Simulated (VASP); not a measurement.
# Pd in VASP: single point with PBE

Aim: the single point of Pd with PBE.

Program: VASP 6.6.1. These are calculated values, not measurements. Logs are shortened: lines on timing, memory, paths and dates and some standing lists are left out, and cuts for length are marked.

## Step 1: The slab as given

The cell holds a slab with vacuum, 9 atoms: a = 2.792 Å, b = 2.792 Å, c = 32.793 Å, α = 90.00°, β = 90.00°, γ = 90.00°.

The cell was built by a generator and needn't be a form met in nature.

## Step 2: Single point, PBE

INCAR reads:

```
  PREC = Accurate
  ENCUT = 520
  EDIFF = 1E-7
  ISMEAR = 0
  SIGMA = 0.1
  LREAL = F
  LASPH = T
  NELM = 100
  ALGO = Fast
  ISIF = 2
  LWAVE = F
  LCHARG = F
  LDIPOL = T
  IDIPOL = 3
  DIPOL = 0.5 0.5 0.500
  GGA = PE
  NBANDS = 55
```

KPOINTS reads:

```
regular mesh
0
Gamma
  16 16 1
```

POSCAR reads:

```
Pd
1.0
    2.7919050595      0.0000000000      0.0000000000
    0.0000000000      2.7919050595      0.0000000000
    0.0000000000      0.0000000000     32.7934000000
Pd
9
Direct
    0.0000000000      0.0000000000      0.2610753960
    0.5000000000      0.5000000000      0.3202201486
    0.0000000000      0.0000000000      0.3799933692
    0.5000000000      0.5000000000      0.4399585485
    0.0000000000      0.0000000000      0.5000000006
    0.5000000000      0.5000000000      0.5600414526
    0.0000000000      0.0000000000      0.6200066321
    0.5000000000      0.5000000000      0.6797798539
    0.0000000000      0.0000000000      0.7389245984
```

Potentials or basis: VASP PAW PBE potentials, release 64 (Pd).

Started as:

```bash
> cat potpaw_PBE.64/Pd/POTCAR > POTCAR
> mpirun -np 1 vasp_std > vasp.out
```

OUTCAR:

```text
PREC = Accurate
   ENCUT = 520
   EDIFF = 1E-7
   ISMEAR = 0
   LREAL = F
   LASPH = T
   NELM = 100
   ISIF = 2
   GGA = PE

 ion  position               nearest neighbor table
   1  0.000  0.000  0.261-   2 2.77   2 2.77   2 2.77   2 2.77
   2  0.500  0.500  0.320-   1 2.77   1 2.77   1 2.77   1 2.77   3 2.78   3 2.78   3 2.78   3 2.78

   3  0.000  0.000  0.380-   2 2.78   2 2.78   2 2.78   2 2.78   4 2.79   4 2.79   4 2.79   4 2.79

   4  0.500  0.500  0.440-   3 2.79   3 2.79   3 2.79   3 2.79   5 2.79   5 2.79   5 2.79   5 2.79

   5  0.000  0.000  0.500-   6 2.79   6 2.79   6 2.79   6 2.79   4 2.79   4 2.79   4 2.79   4 2.79

   6  0.500  0.500  0.560-   7 2.79   7 2.79   7 2.79   7 2.79   5 2.79   5 2.79   5 2.79   5 2.79

   7  0.000  0.000  0.620-   8 2.78   8 2.78   8 2.78   8 2.78   6 2.79   6 2.79   6 2.79   6 2.79

   8  0.500  0.500  0.680-   9 2.77   9 2.77   9 2.77   9 2.77   7 2.78   7 2.78   7 2.78   7 2.78

   9  0.000  0.000  0.739-   8 2.77   8 2.77   8 2.77   8 2.77

  LATTYP: Found a simple tetragonal cell.
 ALAT       =     2.7919050595
 C/A-ratio  =    11.7458865187

  Lattice vectors:

 A1 = (   2.7919050595,   0.0000000000,   0.0000000000)
 A2 = (   0.0000000000,   2.7919050595,   0.0000000000)
 A3 = (   0.0000000000,   0.0000000000,  32.7934000000)

Analysis of symmetry for initial positions (statically):
=====================================================================
 Subroutine PRICEL returns:
 Original cell was already a primitive cell.

 Routine SETGRP: Setting up the symmetry group for a
 simple tetragonal supercell.

 Subroutine GETGRP returns: Found 16 space group operations
 (whereof 16 operations were pure point group operations)
 out of a pool of 16 trial point group operations.

The static configuration has the point symmetry D_4h.

Analysis of symmetry for dynamics (positions and initial velocities):
=====================================================================
 Subroutine PRICEL returns:
 Original cell was already a primitive cell.

 Routine SETGRP: Setting up the symmetry group for a
 simple tetragonal supercell.

 Subroutine GETGRP returns: Found 16 space group operations
 (whereof 16 operations were pure point group operations)
 out of a pool of 16 trial point group operations.

The dynamic configuration has the point symmetry D_4h.

 Subroutine INISYM returns: Found 16 space group operations
 (whereof 16 operations are pure point group operations),
 and found     1 'primitive' translations

----------------------------------------------------------------------------------------

                                     Primitive cell

  volume of cell :     255.6158

  direct lattice vectors                    reciprocal lattice vectors
     2.791905059  0.000000000  0.000000000     0.358178369  0.000000000  0.000000000
     0.000000000  2.791905059  0.000000000     0.000000000  0.358178369  0.000000000
     0.000000000  0.000000000 32.793400000     0.000000000  0.000000000  0.030493941

  length of vectors
     2.791905059  2.791905059 32.793400000     0.358178369  0.358178369  0.030493941

  position of ions in fractional coordinates (direct lattice)
     0.000000000  0.000000000  0.261075396
     0.500000000  0.500000000  0.320220149
     0.000000000  0.000000000  0.379993369
     0.500000000  0.500000000  0.439958549
     0.000000000  0.000000000  0.500000001
     0.500000000  0.500000000  0.560041453
     0.000000000  0.000000000  0.620006632
     0.500000000  0.500000000  0.679779854
     0.000000000  0.000000000  0.738924598

  ion indices of the primitive-cell ions
   primitive index   ion index
                 1           1
                 2           2
                 3           3
                 4           4
                 5           5
                 6           6
                 7           7
                 8           8
                 9           9

----------------------------------------------------------------------------------------

 KPOINTS: regular mesh

Automatic generation of k-mesh.
 Grid dimensions read from file:
 generate k-points for:   16   16    1

 Generating k-lattice:

  Cartesian coordinates                     Fractional coordinates (reciprocal lattice)
     0.022386148  0.000000000  0.000000000     0.062500000  0.000000000  0.000000000
     0.000000000  0.022386148  0.000000000     0.000000000  0.062500000  0.000000000
     0.000000000  0.000000000  0.030493941     0.000000000  0.000000000  1.000000000

  Length of vectors
     0.022386148  0.022386148  0.030493941

  Shift w.r.t. Gamma in fractional coordinates (k-lattice)
     0.000000000  0.000000000  0.000000000

 Subroutine IBZKPT returns following result:
 ===========================================

 Found     45 irreducible k-points:

 Following reciprocal coordinates:
            Coordinates               Weight
  0.000000  0.000000  0.000000      1.000000
  0.062500  0.000000  0.000000      4.000000
  0.125000  0.000000  0.000000      4.000000
  0.187500  0.000000  0.000000      4.000000
  0.250000  0.000000  0.000000      4.000000
  0.312500  0.000000  0.000000      4.000000
[... 16 lines left out ...]
  0.437500  0.125000  0.000000      8.000000
  0.500000  0.125000  0.000000      4.000000
 [... further k-points ...]
   k-points           NKPTS =     45   k-points in BZ     NKDIM =     45   number of bands    NBANDS=     55
   number of dos      NEDOS =    301   number of ions     NIONS =      9
   total plane-waves  NPLWV = 144000
   dimension x,y,z NGX =    24 NGY =   24 NGZ =  250
   dimension x,y,z NGXF=    48 NGYF=   48 NGZF=  500
   ions per type =               9
   NGX,Y,Z   is equivalent  to a cutoff of  14.29, 14.29, 12.67 a.u.
   NGXF,Y,Z  is equivalent  to a cutoff of  28.58, 28.58, 25.35 a.u.
 SYSTEM =  unknown system
   PREC   = accura    normal or accurate (medium, high low for compatibility)
   ISTART =      0    job   : 0-new  1-cont  2-samecut
   ICHARG =      2    charge: 1-file 2-atom 10-const
   ISPIN  =      1    spin polarized calculation?
   LNONCOLLINEAR =      F non collinear calculations
   LSORBIT =      F    spin-orbit coupling
   LASPH  =      T    aspherical Exc in radial PAW
   ENCUT  =  520.0 eV  38.22 Ry    6.18 a.u.   5.19  5.19 60.97*2*pi/ulx,y,z
   NELM   =    100;   NELMIN=  2; NELMDL= -5     # of ELM steps
   EDIFF  = 0.1E-06   stopping-criterion for ELM
   LREAL  =      F    real-space projection
   EDIFFG = 0.1E-05   stopping-criterion for IOM
   NSW    =      0    number of steps for IOM
   IBRION =     -1    ionic relax: 0-MD 1-quasi-New 2-CG
   NFREE  =      0    steps in history (QN), initial steepest desc. (CG)
   ISIF   =      2    stress and relaxation
   ISYM   =      2    0-nonsym 1-usesym 2-fastsym
   POTIM  = 0.5000    time-step for ionic-motion
   TEBEG  =    0.0;   TEEND  =   0.0 temperature during run
   PSTRESS=    0.0 pullay stress
   NELECT =      90.0000    total number of electrons
   NUPDOWN=      -1.0000    fix difference up-down
   EMIN   =  10.00;   EMAX   =-10.00  energy-range for DOS
   EFERMI =   0.00;   METHOD = LEGACY
   ISMEAR =     0;   SIGMA  =   0.10  broadening in eV -4-tet -1-fermi 0-gaus
   EFERMI_NEDOS =   21; number of points for ismear=-14 and -15
   IALGO  =     68    algorithm
   IMIX   =      4    mixing-type and parameters
     AMIX     =   0.40;   BMIX     =  1.00
     AMIX_MAG =   1.60;   BMIX_MAG =  1.00
  volume/ion in A,a.u.               =      28.40       191.66
  Fermi-wavevector in a.u.,A,eV,Ry     =   1.156005  2.184533 18.182116  1.336348
  Thomas-Fermi vector in A             =   2.292629
   LORBIT       =      0    0 simple, 1 ext, 2 COOP (PROOUT), +10 PAW based schemes
   GGA     = PE    functional components
   LHFCALC =     F    Hartree Fock is set to
   AEXX    =    0.0000 exact exchange contribution
   IVDW    =     0    specifies the selected vdW correction
   LEPSILON=     F    determine dielectric tensor
   LRPA    =     F    only Hartree local field effects (RPA)
 non-spin polarized calculation
 RMM-DIIS sequential band-by-band and
 Gauss-broadening in eV      SIGMA  =   0.10
  energy-cutoff  :      520.00
  volume of cell :      255.62
 maximum number of plane-waves:      6945
 NGX is ok and might be reduce to    24
   NGX = 11   NGY = 11   NGZ =121

 dipolmoment           0.000000      0.000000     -0.000000 electrons x Angstroem

 number of electron      90.0000032 magnetization

 dipolmoment           0.000000      0.000000      0.000000 electrons x Angstroem

 Free energy of the ion-electron system (eV)
  ---------------------------------------------------
  ext. energy  EPLUGINS =         0.00000000
  ---------------------------------------------------
  free energy    TOTEN  =       -45.52161822 eV

  energy without entropy =      -45.40337385  energy(sigma->0) =      -45.46249604

 E-fermi :   2.6050     XC(G=0):  -7.5264

 val. band max:        2.6045231801   @ k =   0.3750   0.3125   0.0000
 cond. band min:       2.6069345849   @ k =   0.1875   0.1250   0.0000
 fundamental gap:      0.0024114048
 Fermi energy:         2.6050345285

 k-point     1 :       0.0000    0.0000    0.0000
  band No.  band energies     occupation
      1      -4.1119      2.00000
      2      -3.7319      2.00000
      3      -3.1281      2.00000
      4      -2.4637      2.00000
      5      -2.4105      2.00000
      6      -2.2304      2.00000
[... 47 lines left out ...]
     54       5.0245      0.00000
[... 1333 lines left out ...]
     54       5.3680      0.00000
     55       8.0621      0.00000

 [... further k-points ...]

------------------------ aborting loop because EDIFF is reached ----------------------------------------

 vacuum level on the upper side and lower side of the slab       (xc-potential included)        -0.091        -0.091

  FORCE on cell =-STRESS in cart. coord.  units (eV):
  Direction    XX          YY          ZZ          XY          YZ          ZX
  --------------------------------------------------------------------------------------
  -------------------------------------------------------------------------------------
  Total       -2.2975989     -2.2975989     -0.2493805      0.0000000      0.0000000      0.0000000
  in kB      -14.4011461    -14.4011461     -1.5630950      0.0000000      0.0000000      0.0000000
  external PRESSURE =     -10.1217957 kB  Pullay stress =       0.0000000 kB

 VOLUME and BASIS-vectors are now :
 -----------------------------------------------------------------------------
  energy-cutoff  :      520.00
  volume of cell :      255.62
      direct lattice vectors                 reciprocal lattice vectors
     2.791905059  0.000000000  0.000000000     0.358178369  0.000000000  0.000000000
     0.000000000  2.791905059  0.000000000     0.000000000  0.358178369  0.000000000
     0.000000000  0.000000000 32.793400000     0.000000000  0.000000000  0.030493941

 POSITION                                       TOTAL-FORCE (eV/Angst)
 -----------------------------------------------------------------------------------
      0.00000      0.00000      8.56155         0.000000      0.000000      0.010867
      1.39595      1.39595     10.50111         0.000000      0.000000      0.000014
      0.00000      0.00000     12.46127         0.000000     -0.000000     -0.001355
      1.39595      1.39595     14.42774         0.000000      0.000000      0.000016
      0.00000      0.00000     16.39670         0.000000     -0.000000      0.000000
      1.39595      1.39595     18.36566        -0.000000      0.000000     -0.000016
      0.00000      0.00000     20.33213        -0.000000     -0.000000      0.001355
      1.39595      1.39595     22.29229         0.000000     -0.000000     -0.000014
      0.00000      0.00000     24.23185         0.000000      0.000000     -0.010867
 -----------------------------------------------------------------------------------
    total drift:                                0.000000     -0.000000     -0.000007

  FREE ENERGIE OF THE ION-ELECTRON SYSTEM (eV)
  ---------------------------------------------------
  free  energy   TOTEN  =       -45.5216182221 eV

  energy  without entropy=      -45.4033738527  energy(sigma->0) =      -45.46249604

 vacuum level on the upper side and lower side of the slab         7.613         7.613
```

It took 19 min on 1 thread of Intel Xeon Platinum 8488C (Sapphire Rapids), shared host; peak memory 0.65 GiB.

Results:

| Item | Value |
| --- | --- |
| Free energy | -45.5216 eV |
| Largest force | 0.011 eV/Å |
| Band gap on the k mesh | none (metal or under the smearing width) |

Forces in eV/Å, atoms in the order of the input:
```
Pd   0.000  0.000  0.011
Pd   0.000  0.000  0.000
Pd   0.000  0.000 -0.001
Pd   0.000  0.000  0.000
Pd   0.000  0.000  0.000
Pd   0.000  0.000  0.000
Pd   0.000  0.000  0.001
Pd   0.000  0.000  0.000
Pd   0.000  0.000 -0.011
```

Levels at points of the mesh, in eV from the Fermi level:
| k point | band 41 | band 42 | band 43 | band 44 | band 45 | band 46 | band 47 | band 48 | band 49 | band 50 |
| --- | --- | --- | --- | --- | --- | --- | --- | --- | --- | --- |
| (0.00, 0.00, 0.00) | -0.54 | -0.34 | -0.32 | -0.32 | -0.17 | -0.04 | -0.02 | 0.02 | 0.02 | 0.17 |
| (0.50, 0.00, 0.00) | -0.24 | -0.11 | -0.11 | -0.07 | -0.02 | 1.30 | 1.44 | 1.73 | 1.90 | 2.06 |
| (0.50, 0.50, 0.00) | 0.26 | 0.26 | 0.26 | 0.57 | 0.57 | 3.68 | 3.68 | 4.57 | 4.57 | 5.74 |
